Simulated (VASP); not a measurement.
# KCl (P1) in VASP: reference runs

Aim: a first look at KCl with PBE, on the cell as given.

All numbers are computed with VASP 6.6.1; they aren't measurements. Logs are shortened: lines on timing, memory, paths and dates and some standing lists are left out, and cuts for length are marked.

## Step 1: The cell of the first run

The typed cell holds 4 atoms: a = 3.839 Å, b = 5.429 Å, c = 5.429 Å, α = 90.00°, β = 90.00°, γ = 90.00°.

The cell comes from a database or a generator and needn't be the stable form of this composition.

## Step 2: Single point, PBE (atom 2 moved 0.30 Å)

INCAR

```
SYSTEM = KCl
ALGO = Normal ; EDIFF = 1E-7
ENCUT = 520 ; GGA = PE
ISIF = 2 ; ISMEAR = -1
LASPH = .True. ; LCHARG = .False.
LREAL = .False. ; LWAVE = .False.
NBANDS = 24 ; NELM = 80
PREC = Accurate ; SIGMA = 0.05
```

KPOINTS

```
k-points
0
Gamma
  7 5 5
  0 0 0
```

POSCAR

```
KCl
1.0
   -3.8391960000      0.0000000000      0.0000000000
    0.0000000000      3.8391960000      3.8391960000
    0.0000000000      3.8391960000     -3.8391960000
K Cl
2 2
Direct
    0.0102873900      0.0021572700      0.9884567900
    0.9691378200      0.4935281900      0.5346296300
    0.5102873900      0.5021572700      0.9884567900
    0.5102873900      0.0021572700      0.4884567900
```

Potentials or basis: VASP PAW PBE potentials, release 64 (K_sv, Cl).

Launch:

```
$ cat potpaw_PBE.64/K_sv/POTCAR potpaw_PBE.64/Cl/POTCAR > POTCAR
$ mpirun -np 1 vasp_std > vasp.out
```

OUTCAR:

```text
SYSTEM = KCl
   EDIFF = 1E-7
   ENCUT = 520
   GGA = PE
   ISIF = 2
   ISMEAR = -1
   LASPH = .True.
   LREAL = .False.
   NELM = 80
   PREC = Accurate

 ion  position               nearest neighbor table
   1  0.010  0.002  0.988-   2 3.64   2 3.70
   2  0.969  0.494  0.535-   3 3.03   4 3.21   3 3.22   1 3.64   1 3.70
   3  0.510  0.502  0.988-   2 3.03   2 3.22
   4  0.510  0.002  0.488-   2 3.21

  LATTYP: Found a simple tetragonal cell.
 ALAT       =     5.4294430518
 C/A-ratio  =     0.7071067812

  Lattice vectors:

 A1 = (   0.0000000000,   3.8391960000,   3.8391960000)
 A2 = (   0.0000000000,   3.8391960000,  -3.8391960000)
 A3 = (  -3.8391960000,   0.0000000000,   0.0000000000)

Analysis of symmetry for initial positions (statically):
=====================================================================
 Subroutine PRICEL returns:
 Original cell was already a primitive cell.

 Routine SETGRP: Setting up the symmetry group for a
 simple tetragonal supercell.

 Subroutine GETGRP returns: Found  1 space group operations
 (whereof  1 operations were pure point group operations)
 out of a pool of 16 trial point group operations.

The static configuration has the point symmetry C_1 .

Analysis of symmetry for dynamics (positions and initial velocities):
=====================================================================
 Subroutine PRICEL returns:
 Original cell was already a primitive cell.

 Routine SETGRP: Setting up the symmetry group for a
 simple tetragonal supercell.

 Subroutine GETGRP returns: Found  1 space group operations
 (whereof  1 operations were pure point group operations)
 out of a pool of 16 trial point group operations.

The dynamic configuration has the point symmetry C_1 .

 Subroutine INISYM returns: Found  1 space group operations
 (whereof  1 operations are pure point group operations),
 and found     1 'primitive' translations

----------------------------------------------------------------------------------------

                                     Primitive cell

  volume of cell :     113.1751

  direct lattice vectors                    reciprocal lattice vectors
    -3.839196000  0.000000000  0.000000000    -0.260471203  0.000000000  0.000000000
     0.000000000  3.839196000  3.839196000     0.000000000  0.130235601  0.130235601
     0.000000000  3.839196000 -3.839196000     0.000000000  0.130235601 -0.130235601

  length of vectors
[... 82 lines left out ...]
   LSORBIT =      F    spin-orbit coupling
   LASPH  =      T    aspherical Exc in radial PAW
   ENCUT  =  520.0 eV  38.22 Ry    6.18 a.u.   7.14 10.10 10.10*2*pi/ulx,y,z
   NELM   =     80;   NELMIN=  2; NELMDL= -5     # of ELM steps
   EDIFF  = 0.1E-06   stopping-criterion for ELM
   LREAL  =      F    real-space projection
   EDIFFG = 0.1E-05   stopping-criterion for IOM
   NSW    =      0    number of steps for IOM
   IBRION =     -1    ionic relax: 0-MD 1-quasi-New 2-CG
   NFREE  =      0    steps in history (QN), initial steepest desc. (CG)
   ISIF   =      2    stress and relaxation
   ISYM   =      2    0-nonsym 1-usesym 2-fastsym
   POTIM  = 0.5000    time-step for ionic-motion
   TEBEG  =    0.0;   TEEND  =   0.0 temperature during run
   PSTRESS=    0.0 pullay stress
   NELECT =      32.0000    total number of electrons
   NUPDOWN=      -1.0000    fix difference up-down
   EMIN   =  10.00;   EMAX   =-10.00  energy-range for DOS
   EFERMI =   0.00;   METHOD = LEGACY
   ISMEAR =    -1;   SIGMA  =   0.05  broadening in eV -4-tet -1-fermi 0-gaus
   EFERMI_NEDOS =   21; number of points for ismear=-14 and -15
   IALGO  =     38    algorithm
   IMIX   =      4    mixing-type and parameters
     AMIX     =   0.40;   BMIX     =  1.00
     AMIX_MAG =   1.60;   BMIX_MAG =  1.00
  volume/ion in A,a.u.               =      28.29       190.94
  Fermi-wavevector in a.u.,A,eV,Ry     =   1.074504  2.030517 15.708715  1.154558
  Thomas-Fermi vector in A             =   2.210334
   LORBIT       =      0    0 simple, 1 ext, 2 COOP (PROOUT), +10 PAW based schemes
   GGA     = PE    functional components
   LHFCALC =     F    Hartree Fock is set to
   AEXX    =    0.0000 exact exchange contribution
   IVDW    =     0    specifies the selected vdW correction
   LEPSILON=     F    determine dielectric tensor
   LRPA    =     F    only Hartree local field effects (RPA)
 non-spin polarized calculation
  energy-cutoff  :      520.00
  volume of cell :      113.18
 maximum number of plane-waves:      3063
 NGX is ok and might be reduce to    30
   NGX = 15   NGY = 21   NGZ = 21

 number of electron      32.0000004 magnetization

 Free energy of the ion-electron system (eV)
  ---------------------------------------------------
  ext. energy  EPLUGINS =         0.00000000
  ---------------------------------------------------
  free energy    TOTEN  =       -13.26012940 eV

  energy without entropy =      -13.26012940  energy(sigma->0) =      -13.26012940

 E-fermi :   0.3283     XC(G=0):  -8.0615

 val. band max:       -0.8515031455   @ k =   0.0000   0.0000   0.0000
 cond. band min:       3.9660338322   @ k =   0.0000   0.0000   0.0000
 fundamental gap:      4.8175369777
 Fermi energy:         0.3283126446

 k-point     1 :       0.0000    0.0000    0.0000
  band No.  band energies     occupation
      1     -28.9087      2.00000
      2     -28.8348      2.00000
      3     -13.4310      2.00000
      4     -13.1786      2.00000
      5     -12.5189      2.00000
      6     -12.4820      2.00000
[... 637 lines left out ...]
     23       8.2942      0.00000
     24       8.5447      0.00000

 [... further k-points ...]
[... 5 lines left out ...]
  --------------------------------------------------------------------------------------
  -------------------------------------------------------------------------------------
  Total        0.1801103      0.1740092      0.1963124      0.1045038     -0.1049247     -0.1407511
  in kB        2.5497539      2.4633834      2.7791207      1.4794211     -1.4853799     -1.9925604
  external PRESSURE =       2.5974193 kB  Pullay stress =       0.0000000 kB

 VOLUME and BASIS-vectors are now :
 -----------------------------------------------------------------------------
  energy-cutoff  :      520.00
  volume of cell :      113.18
      direct lattice vectors                 reciprocal lattice vectors
    -3.839196000  0.000000000  0.000000000    -0.260471203  0.000000000  0.000000000
     0.000000000  3.839196000  3.839196000     0.000000000  0.130235601  0.130235601
     0.000000000  3.839196000 -3.839196000     0.000000000  0.130235601 -0.130235601

 POSITION                                       TOTAL-FORCE (eV/Angst)
 -----------------------------------------------------------------------------------
     -0.03950      3.80316     -3.78660        -0.021136      0.082081     -0.122600
     -3.72071      3.94730     -0.15780        -0.115528     -0.210412      0.293399
     -1.95909      5.72276     -1.86700         0.088473      0.108902     -0.119143
     -1.95909      1.88356     -1.86700         0.048191      0.019429     -0.051656
 -----------------------------------------------------------------------------------
    total drift:                                0.000004     -0.000639     -0.000349

  FREE ENERGIE OF THE ION-ELECTRON SYSTEM (eV)
  ---------------------------------------------------
  free  energy   TOTEN  =       -13.2601293976 eV

  energy  without entropy=      -13.2601293975  energy(sigma->0) =      -13.26012940
```

stdout:

```text
POSCAR found type information on POSCAR K Cl
 POSCAR found :  2 types and       4 ions
 scaLAPACK will be used
 LDA part: xc-table for (Slater+PW92), standard interpolation
 POSCAR, INCAR and KPOINTS ok, starting setup
 FFT: planning ... GRIDC
 FFT: planning ... GRID_SOFT
 FFT: planning ... GRID
 WAVECAR not read
 entering main loop
```

Run time: 2.1 min. Hardware: 1 thread of Intel Xeon Platinum 8488C (Sapphire Rapids), shared host; peak memory 0.32 GiB.

What came out:

```yaml
Free_energy: -13.2601 eV
Pressure: 0.3 GPa
Largest_force: 0.379 eV/Å
Band_gap_on_the_k_mesh: 4.82 eV, direct
```

Forces on the atoms (eV/Å):
```
K   -0.021  0.082 -0.123
K   -0.116 -0.210  0.293
Cl   0.088  0.109 -0.119
Cl   0.048  0.019 -0.052
```

Caveat: an odd mesh through Γ misses points on the zone boundary, where band edges often lie.
